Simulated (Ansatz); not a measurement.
# Energy landscape near a Ca structure

Method: Ansatz 0.2.0, DFT PBE, scalar-relativistic, plane waves, PAW.

Settings: cutoff 420 eV, Γ-centred mesh 12×12×8 on the computed 2-atom cell, Gaussian smearing of 0.10 eV; no spin polarisation.

Reference cell:

```yaml
crystal:
  lattice:
    - [1.97128, -3.39549, 0.00000]
    - [1.97128, 3.39549, 0.00000]
    - [0.00000, 0.00000, 6.50911]
  atoms:
    - { symbol: Ca, position: [0.83559, 0.16441, 0.25000] }
    - { symbol: Ca, position: [0.16441, 0.83559, 0.75000] }
```

Each variant moves atoms of this cell by the vectors given, if any (Å), and then applies a symmetric strain (tensor components, Cartesian axes). The reference cell isn't relaxed at this level. Energies are per atom at zero smearing, counted from the lowest variant. Pressure is positive in compression.

1. strain (xx yy zz yz xz xy, %) 1.10 1.29 -0.30 0.00 0.00 0.00; moves: Ca1 (0.000, 0.100, 0.000); Ca2 (0.000, -0.100, 0.000)
2. strain (xx yy zz yz xz xy, %) -4.38 -0.91 -1.85 0.00 0.00 0.00; moves: Ca1 (0.000, 0.060, 0.000); Ca2 (0.000, -0.060, 0.000)
3. strain (xx yy zz yz xz xy, %) 3.18 -1.67 5.48 0.00 0.00 0.00; moves: Ca1 (0.000, -0.060, 0.000); Ca2 (0.000, 0.060, 0.000)
4. strain (xx yy zz yz xz xy, %) 2.62 1.33 0.90 0.00 0.00 0.00; moves: Ca1 (0.000, -0.150, 0.000); Ca2 (0.000, 0.150, 0.000)

```
result  ΔE (meV/atom) P (GPa) largest force (eV/Å)
     A           20.2    -1.11                  0.16
     B            0.0    -0.77                  0.05
     C           29.4    -1.36                  0.08
     D            1.3     0.84                  0.06
```

Problem. Which variant gave which result?

Solution. A is 4, B is 1, C is 3, D is 2. The pressure falls as the cell grows: from the smallest volume to the largest the variants are 2, 1, 4, 3.

This form isn't the element's structure at ambient conditions.